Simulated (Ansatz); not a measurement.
**TiAl₂: computed properties**

Computed with DFT r2SCAN, scalar-relativistic, plane waves, PAW (Ansatz 0.2.0).

Settings: cutoff 500 eV, Γ-centred mesh 10×10×10 on the computed 6-atom cell, Gaussian smearing of 0.10 eV; no spin polarisation.

The structure is relaxed at this level of theory with its symmetry kept. Whether it is the stable form of this composition wasn't checked.

```cif
data_structure
_symmetry_space_group_name_H-M 'P 1'
_symmetry_Int_Tables_number 1
_cell_length_a 6.3433
_cell_length_b 6.3433
_cell_length_c 3.9929
_cell_angle_alpha 90.000
_cell_angle_beta 90.000
_cell_angle_gamma 144.067
_cell_volume 94.28
loop_
_atom_site_label
_atom_site_type_symbol
_atom_site_fract_x
_atom_site_fract_y
_atom_site_fract_z
_atom_site_occupancy
Ti1 Ti 0.65642 0.34358 0.00000 1
Ti2 Ti 0.34358 0.65642 0.00000 1
Al1 Al 0.00000 0.00000 0.00000 1
Al2 Al 0.82742 0.17258 0.50000 1
Al3 Al 0.17258 0.82742 0.50000 1
Al4 Al 0.50000 0.50000 0.50000 1
```

(1) Formation energy from the elements' standard states (uncorrected)?

(2) Density of states at the Fermi level?

(3) Löwdin character within 0.5 eV of the Fermi level?

(4) Bulk modulus?

(5) Its pressure derivative?

(6) Bader charges (e)?

Results:

(1) -0.472 eV/atom.

(2) 2.12 states/eV per cell.

(3) Ti 3d 70 %, Al 3p 21 %.

(4) 117 GPa.

(5) 4.0.

(6) Ti (2 in the cell) 0.86, Al (1 in the cell) -0.38, Al (2 in the cell) -0.43, Al (1 in the cell) -0.47.